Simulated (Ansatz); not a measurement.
Space group Fm-3m (No. 225). a = 4.412 Å, b = 4.412 Å, c = 4.412 Å, α = 90.00°, β = 90.00°, γ = 90.00°
| atom | site | symmetry | x | y | z |
| --- | --- | --- | --- | --- | --- |
| Nb | 4b | m-3m | 0.5000 | 0.0000 | 0.0000 |
| N | 4a | m-3m | 0.0000 | 0.0000 | 0.0000 |

Equation of state of this NbN structure (not necessarily the ground state), with shape and atoms relaxed at each volume where symmetry leaves them free. It has no gap at any of these volumes. All numbers below come from DFT r2SCAN, scalar-relativistic, plane waves, PAW (Ansatz 0.2.0).

Cutoff 500 eV; k points 16×16×16 on the computed 2-atom cell (Γ-centred); Gaussian smearing, width 0.10 eV; no spin polarisation.

| V (Å³/atom) | E − E(largest V) (meV/atom) | P (GPa) |
| --- | --- | --- |
| 10.089 | 7.85 | 22.80 |
| 10.411 | -25.19 | 10.46 |
| 10.733 | -35.33 | -0.04 |
| 11.055 | -25.96 | -8.98 |
| 11.377 | 0.00 | -16.59 |

Problem. Fit a third-order Birch–Murnaghan equation to E(V).

Solution. V0 = 10.73 Å³/atom, B0 = 323 GPa, B0' = 4.4.